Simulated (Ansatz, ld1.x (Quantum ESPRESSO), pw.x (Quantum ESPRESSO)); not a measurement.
## pw.x on diamond Al: one setting changed

Potential: norm-conserving Troullier–Martins (Kleinman–Bylander form), ld1.x (Quantum ESPRESSO) 7.5, PBE; core [Ne], reference 3s2 3p1; waves: 3p (bound): rc 2.30 bohr; 3d channel at 0.35 Ry: rc 1.85 bohr; 3s (bound): rc 2.35 bohr; local part: the s channel; core correction: Bessel-smoothed model core inside 1.95 bohr.

The reference run (k-mesh 8³, cutoffs 50/200 Ry, Fermi–Dirac 0.01 Ry, mixing_beta 0.4, conv_thr 1e-9, no spin) gives -0.30 GPa at 27.707 Å³/atom, where all-electron LAPW gives -0.02 GPa. This run, with its own iteration cap, changes mixing_mode to local-TF.

```
&control
  calculation='scf', prefix='x', pseudo_dir='./', outdir='./tmp', tstress=.true., disk_io='none'
/
&system
  ibrav=0, nat=2, ntyp=1, ecutwfc=50, ecutrho=200, nbnd=10,
  occupations='smearing', smearing='fd', degauss=0.01
/
&electrons
  conv_thr=1e-09, mixing_beta=0.4, electron_maxstep=60, mixing_mode='local-TF'
/
ATOMIC_SPECIES
Al 1.0 Al.UPF
CELL_PARAMETERS angstrom
  0.00000000 3.02595990 3.02595990
  3.02595990 0.00000000 3.02595990
  3.02595990 3.02595990 0.00000000
ATOMIC_POSITIONS crystal
Al 0.0000 0.0000 0.0000
Al 0.2500 0.2500 0.2500
K_POINTS automatic
8 8 8 0 0 0
```

```bash
pw.x < Al.scf.in > Al.scf.out
```

Task: How does the run end?

Result: It converges in 8 iterations; the free energy moves by +0.0 meV/atom and the pressure by +0.00 GPa. The result is that of the reference run.

```
Message from routine setup:
     using ibrav=0 with symmetry is DISCOURAGED, use correct ibrav instead
     lattice parameter (alat)  =       8.0868  a.u.
     unit-cell volume          =     373.9522 (a.u.)^3
     number of electrons       =         6.00
     number of Kohn-Sham states=           10
     kinetic-energy cutoff     =      50.0000  Ry
     charge density cutoff     =     200.0000  Ry
     scf convergence threshold =      1.0E-09
     Exchange-correlation= PBE
     number of k points=    29  Fermi-Dirac smearing, width (Ry)=  0.0100
     iteration #  1     ecut=    50.00 Ry     beta= 0.40
     total energy              =      -9.24353227 Ry
     estimated scf accuracy    <       0.00915081 Ry
     iteration #  2     ecut=    50.00 Ry     beta= 0.40
     total energy              =      -9.24362096 Ry
     estimated scf accuracy    <       0.00472802 Ry
     iteration #  3     ecut=    50.00 Ry     beta= 0.40
     total energy              =      -9.24364822 Ry
     estimated scf accuracy    <       0.00004684 Ry
     iteration #  4     ecut=    50.00 Ry     beta= 0.40
     total energy              =      -9.24365271 Ry
     estimated scf accuracy    <       0.00000585 Ry
     iteration #  5     ecut=    50.00 Ry     beta= 0.40
     total energy              =      -9.24365324 Ry
     estimated scf accuracy    <       0.00000003 Ry
     iteration #  6     ecut=    50.00 Ry     beta= 0.40
     total energy              =      -9.24365327 Ry
     estimated scf accuracy    <          2.3E-09 Ry
     iteration #  7     ecut=    50.00 Ry     beta= 0.40
     total energy              =      -9.24365327 Ry
     estimated scf accuracy    <          1.1E-09 Ry
     iteration #  8     ecut=    50.00 Ry     beta= 0.40
     the Fermi energy is     2.7057 ev
!    total energy              =      -9.24365327 Ry
     estimated scf accuracy    <          1.2E-10 Ry
     smearing contrib. (-TS)   =      -0.00701784 Ry
     The total energy is F=E-TS. E is the sum of the following terms:
     one-electron contribution =       2.95150850 Ry
     hartree contribution      =       0.40845011 Ry
     xc contribution           =      -4.11824739 Ry
     ewald contribution        =      -8.47834666 Ry
     convergence has been achieved in   8 iterations
          total   stress  (Ry/bohr**3)                   (kbar)     P=       -3.00
     Message from routine punch:
     Nothing written, as per user request (disk_io='none')
```

The run took about 9.9 s on one core of a shared host (Neoverse-V1, 32 threads, 247 GiB, load 14).
